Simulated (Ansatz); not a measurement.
**Band table of As (sc type)**

```xyz
1
Lattice="2.0599 0.0000 0.0000 0.0000 2.0599 0.0000 0.0000 0.0000 2.0599" Properties=species:S:1:pos:R:3 pbc="T T T"
As    0.0000    0.0000    0.0000
```

The cell comes from a relaxation on PAW files under the same functional, begun from a prototype that needn't be the stable phase.

Computed with Ansatz 0.2.0; functional PBE, scalar-relativistic. Settings: a Γ-centred 15×15×15 k mesh, Fermi–Dirac smearing of 0.08 eV, no spin polarisation. Methods: LAPW: all electrons, basis error target 1 meV/atom.

This run: volume at 0.43 of the series' base cell.

Path points, in fractions of the reciprocal vectors: Γ (0.000, 0.000, 0.000), X (0.000, 0.500, 0.000), M (0.500, 0.500, 0.000), R (0.500, 0.500, 0.500). The distance column jumps between branches of the path. Levels in eV from the Fermi level; bands 10 to 14, counted from the lowest band of the run. The gap is zero, the pressure 420.2 GPa.

```
# k(1/Å) point b10 b11 b12 b13 b14
0.000 Γ -26.12 7.85 7.85 7.85 10.07
0.191 - -25.98 5.10 8.00 8.00 10.18
0.381 - -25.56 1.48 8.46 8.46 10.51
0.572 - -24.85 -2.08 9.22 9.22 11.05
0.763 - -23.84 -5.48 10.24 10.24 11.81
0.953 - -22.54 -8.67 11.51 11.51 12.79
1.144 - -20.96 -11.62 12.94 12.94 13.98
1.334 - -19.10 -14.30 14.35 14.35 15.28
1.525 X -17.45 -16.22 15.07 15.07 16.11
1.716 - -17.33 -16.07 12.29 15.23 15.72
1.906 - -16.95 -15.63 8.88 12.02 15.73
2.097 - -16.31 -14.92 5.49 8.57 16.55
2.288 - -15.41 -13.96 2.22 5.38 17.67
2.478 - -14.23 -12.80 -0.86 2.51 19.08
2.669 - -12.79 -11.53 -3.70 0.02 20.72
2.860 - -11.12 -10.38 -6.22 -1.86 22.48
3.050 M -9.85 -9.85 -7.77 -2.62 23.63
3.320 - -12.58 -9.52 -6.00 -0.96 21.45
3.589 - -15.99 -8.52 -4.66 3.26 18.21
3.859 - -19.04 -6.90 -3.31 8.49 15.20
4.129 - -21.58 -4.71 -1.60 12.64 13.84
4.398 - -23.57 -2.01 0.55 10.58 14.48
4.668 - -24.99 1.16 3.09 9.08 13.13
4.938 - -25.84 4.74 5.87 8.16 11.54
5.207 Γ -26.12 7.85 7.85 7.85 10.07
5.537 - -25.70 4.88 4.88 6.92 13.74
5.868 - -24.43 1.71 1.71 5.13 18.96
6.198 - -22.30 -0.77 -0.77 3.54 21.30
6.528 - -19.33 -2.51 -2.51 2.51 15.93
6.858 - -15.58 -3.50 -3.50 2.11 11.31
7.188 - -11.15 -3.83 -3.83 2.36 7.59
7.519 - -6.42 -3.68 -3.68 3.21 5.00
7.849 R -3.52 -3.52 -3.52 4.02 4.02
8.118 - -5.20 -4.55 -3.17 3.53 4.25
8.388 - -8.16 -6.87 -2.14 3.85 4.95
8.658 - -10.97 -9.41 -0.47 5.07 6.13
8.927 - -13.33 -11.73 1.79 6.97 7.79
9.197 - -15.15 -13.63 4.57 9.44 9.95
9.466 - -16.44 -15.05 7.81 12.21 12.43
9.736 - -17.20 -15.92 11.48 14.17 15.79
10.006 X -17.45 -16.22 15.07 15.07 16.11
12.162 R -3.52 -3.52 -3.52 4.02 4.02
12.353 - -4.02 -4.02 -3.83 3.10 4.77
12.544 - -5.16 -5.16 -4.58 1.67 6.60
12.734 - -6.42 -6.42 -5.45 0.37 9.04
12.925 - -7.58 -7.58 -6.25 -0.70 11.87
13.116 - -8.55 -8.55 -6.91 -1.54 14.99
13.306 - -9.26 -9.26 -7.39 -2.15 18.36
13.497 - -9.70 -9.70 -7.67 -2.51 21.95
13.688 M -9.85 -9.85 -7.77 -2.62 23.63
```
